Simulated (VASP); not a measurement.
Input of a VASP 6.6.1 run:

The input INCAR:

```
PREC = Accurate ; ENCUT = 600
EDIFF = 1E-7 ; ISMEAR = 0
SIGMA = 0.03 ; LREAL = False
LASPH = True ; NELM = 80
ALGO = Normal ; ISIF = 3
LWAVE = False ; LCHARG = False
METAGGA = R2SCAN ; LMIXTAU = True
IBRION = 2 ; NSW = 90
EDIFFG = -0.005
```

File KPOINTS:

```
regular mesh
0
Gamma
  9 9 5
```

Contents of POSCAR:

```
ZnO                                     
1.0
    3.2414029742     -0.0000000000     -0.0000000000
   -1.6207014871      2.8071373195     -0.0000000000
   -0.0000000000     -0.0000000000      5.2167996729
  Zn              O             
     2     2
Direct
     0.3333333332999970    0.6666666667000030    0.4995662651167725
     0.6666666667000030    0.3333333332999970    0.9995662651167725
     0.6666666667000030    0.3333333332999970    0.3794437348832285
     0.3333333332999970    0.6666666667000030    0.8794437348832285
```

Potentials or basis: VASP PAW PBE potentials, release 64 (Zn, O).

Command:

```sh
$ cat potpaw_PBE.64/Zn/POTCAR potpaw_PBE.64/O/POTCAR > POTCAR
$ mpirun -np 1 vasp_std > vasp.out
```

Predict the relaxed volume.

11.86 Å³/atom.

Predict the band gap on the k mesh.

1.23 eV, direct.

Estimate the relaxed cell.

a = 3.241 Å, b = 3.241 Å, c = 5.217 Å, α = 90.00°, β = 90.00°, γ = 120.00°.

Estimate the space group after relaxing (to 0.05 Å).

P6_3mc (No. 186).

Forces in eV/Å, atoms in the order of the input:
```
Zn   0.000  0.000  0.003
Zn   0.000  0.000  0.003
O    0.000  0.000 -0.003
O    0.000  0.000 -0.003
```

Caveat: the PAW data sets were made with another functional, which shifts forces and pressure a little. r2SCAN opens gaps a little over a GGA but as a rule still falls short of measured ones.
